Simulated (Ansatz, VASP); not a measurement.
Mo: VASP beside Ansatz

File INCAR:

```
PREC = Accurate
ENCUT = 520
EDIFF = 1E-6
ISMEAR = 0
SIGMA = 0.15
LREAL = F
LASPH = T
NELM = 60
ALGO = Normal
ISIF = 2
LWAVE = F
LCHARG = T
GGA = PS
LELF = T
LVHAR = T
NBANDS = 13
```

Contents of KPOINTS:

```
Automatic mesh
0
Gamma
  18 18 18
```

Contents of POSCAR:

```
Mo
1.0
    2.6534450853      0.0000000000      0.0000000000
   -1.3267225426      2.2979508514      0.0000000000
    0.0000000000      0.0000000000      2.5551807000
Mo
1
Direct
    0.0000000000      0.0000000000      0.5000000000
```

Input for Ansatz:

```yaml
crystal:
  lattice:
    - [2.6534450853, 0.0, 0.0]
    - [-1.3267225426, 2.2979508514, 0.0]
    - [0.0, 0.0, 2.5551807]
  atoms:
    - { symbol: Mo, position: [0.0, 0.0, 0.5] }
basis:
  ecutwfc: 420
kpoints:
  mp_grid: { grid: [18, 18, 18] }
hamiltonian:
  xc: pbesol
scf:
  occupations: { method: gaussian, width: 0.15 }
output:
  forces: true
  stress: true
  eigenvalues: true
```

Change from the starting cell: strain -0.030 along x and y, +0.000 along z, atoms carried along.

Alike in both runs: task single point; functional PBEsol; k mesh 18 × 18 × 18; occupations gaussian, width 0.15 eV; no spin polarisation.

```csv
,VASP,Ansatz
version,VASP 6.6.1,Ansatz 0.2.0
potentials or method,"VASP PAW PBE potentials, release 64 (Mo_sv)","scalar-relativistic, plane waves, PAW"
plane-wave cutoff (eV),520,420
valence electrons in the cell,14,14
```

VASP gave:

- gap on the k mesh at the Fermi level (eV): none
- pressure (GPa): 12.1
- largest component of the traceless stress (GPa): 13.61

Problem. Which values does Ansatz return?

Solution. gap on the k mesh at the Fermi level (eV): none; pressure (GPa): 11.4; largest component of the traceless stress (GPa): 13.64.

A gap of «none» marks a metal or a gap that the smearing closes.

Caveats: the PAW data sets were made with another functional, which shifts forces and pressure a little (VASP).
